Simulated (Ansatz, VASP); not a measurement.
# ZnCu: VASP beside Ansatz

Contents of INCAR:

```
SYSTEM = ZnCu
PREC = Accurate ; ENCUT = 600
EDIFF = 1E-7 ; ISMEAR = -1
SIGMA = 0.15 ; LREAL = .False.
LASPH = .True. ; NELM = 100
ALGO = Normal ; ISIF = 3
LWAVE = .False. ; LCHARG = .False.
GGA = PS ; IBRION = 2
NSW = 80 ; EDIFFG = -0.001
```

KPOINTS

```
Automatic mesh
0
Gamma
  14 14 14
  0 0 0
```

Contents of POSCAR:

```
ZnCu
1.0
    2.9078796958      0.0000000000      0.0000000000
    0.0000000000      2.9078796958      0.0000000000
    0.0000000000      0.0000000000      2.9078796958
Zn Cu
1 1
Direct
    0.5000000000      0.5000000000      0.5000000000
    0.0000000000      0.0000000000      0.0000000000
```

Input for Ansatz:

```yaml
crystal:
  lattice:
    - [2.9078796975, 0.0, 0.0]
    - [0.0, 2.9078796975, 0.0]
    - [0.0, 0.0, 2.9078796975]
  atoms:
    - { symbol: Zn, position: [0.5, 0.5, 0.5] }
    - { symbol: Cu, position: [0.0, 0.0, 0.0] }
basis:
  ecutwfc: 420
kpoints:
  mp_grid: { grid: [14, 14, 14] }
hamiltonian:
  xc: pbesol
scf:
  occupations: { method: fermi_dirac, width: 0.15 }
output:
  forces: true
  stress: true
  eigenvalues: true
relax:
  adjacent_minimum: "off"
  f_tol: 0.001
  max_steps: 60
  cell: { stress_tol: 0.01 }
```

Alike in both runs: task relaxation of cell and atoms; functional PBEsol; k mesh 14 × 14 × 14; occupations fermi-dirac, width 0.15 eV; no spin polarisation.

|  | VASP | Ansatz |
| --- | --- | --- |
| version | VASP 6.6.1 | Ansatz 0.2.0 |
| potentials or method | VASP PAW PBE potentials, release 64 (Zn, Cu) | scalar-relativistic, plane waves, PAW |
| plane-wave cutoff (eV) | 600 | 420 |
| valence electrons in the cell | 23 | 31 |

VASP gave:

```
gap on the k mesh at the Fermi level, each at its own relaxed structure (eV) : none
relaxed volume (Å³/atom)                                                     : 12.37
relaxed cell length with the largest relative difference (Å)                 : 2.913
```

Which values does Ansatz return?

gap on the k mesh at the Fermi level, each at its own relaxed structure (eV): none; relaxed volume (Å³/atom): 12.30; relaxed cell length with the largest relative difference (Å): 2.909.

A gap of «none» marks a metal or a gap that the smearing closes. The two sets of potentials don't hold the same shells in valence.

Caveats: the PAW data sets were made with another functional, which shifts forces and pressure a little (VASP). Zero-point motion and thermal expansion aren't in these numbers.
